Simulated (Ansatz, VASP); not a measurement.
# MgO: VASP beside Ansatz

INCAR

```
SYSTEM = MgO
PREC = Accurate ; ENCUT = 520
EDIFF = 1E-6 ; ISMEAR = -1
SIGMA = 0.02 ; LREAL = .FALSE.
LASPH = .TRUE. ; NELM = 100
ALGO = Normal ; ISIF = 2
LWAVE = .FALSE. ; LCHARG = .FALSE.
GGA = PE ; NBANDS = 11
```

KPOINTS

```
Automatic mesh
0
G
  10 10 10
  0 0 0
```

File POSCAR:

```
MgO
1.0
    0.0000000000      2.2820056624      2.3399686062
    2.2820056624      0.0000000000      2.3399686062
    2.2820056624      2.2820056624      0.0000000000
Mg O
1 1
Direct
    0.0000000000      0.0000000000      0.0000000000
    0.2500000000      0.2500000000      0.2500000000
```

Input for Ansatz:

```yaml
crystal:
  lattice:
    - [0.0, 2.2820056624, 2.3399686062]
    - [2.2820056624, 0.0, 2.3399686062]
    - [2.2820056624, 2.2820056624, 0.0]
  atoms:
    - { symbol: Mg, position: [0.0, 0.0, 0.0] }
    - { symbol: O, position: [0.25, 0.25, 0.25] }
kpoints:
  mp_grid: { grid: [10, 10, 10] }
  band_path:
    path:
      - [0.0, 0.0, 0.0]
      - [-0.5, -0.5, 0.0]
      - [-0.375, -0.375, 0.25]
      - [-0.375, 0.0, 0.375]
      - [0.0, 0.0, 0.5]
      - [-0.5, -0.25, 0.25]
    npoints: 1
hamiltonian:
  xc: pbe
scf:
  occupations: { method: fermi_dirac, width: 0.02 }
  n_extra_bands: 4
output:
  forces: true
  stress: true
  eigenvalues: true
```

Change from the starting cell: uniaxial_z strain +2.5%.

Alike in both runs: task single point; functional PBE; k mesh 10 × 10 × 10; occupations fermi-dirac, width 0.02 eV; no spin polarisation.

|  | VASP | Ansatz |
| --- | --- | --- |
| version | VASP 6.6.1 | Ansatz 0.2.0 |
| potentials or method | VASP PAW PBE potentials, release 64 (Mg, O) | plane waves, PAW |
| plane-wave cutoff (eV) | 520 | 420 |
| valence electrons in the cell | 8 | 16 |

|  | VASP | Ansatz | Ansatz less VASP |
| --- | --- | --- | --- |
| gap on the k mesh at the Fermi level (eV) | 3.48 | 3.49 | +0.016 |
| pressure (GPa) | 0.3 | 0.7 | +0.40 |
| largest component of the traceless stress (GPa) | 0.79 | 0.78 | -0.009 |

With one functional, cell and mesh, what is left measures potentials, basis and numerics. The two sets of potentials don't hold the same shells in valence.
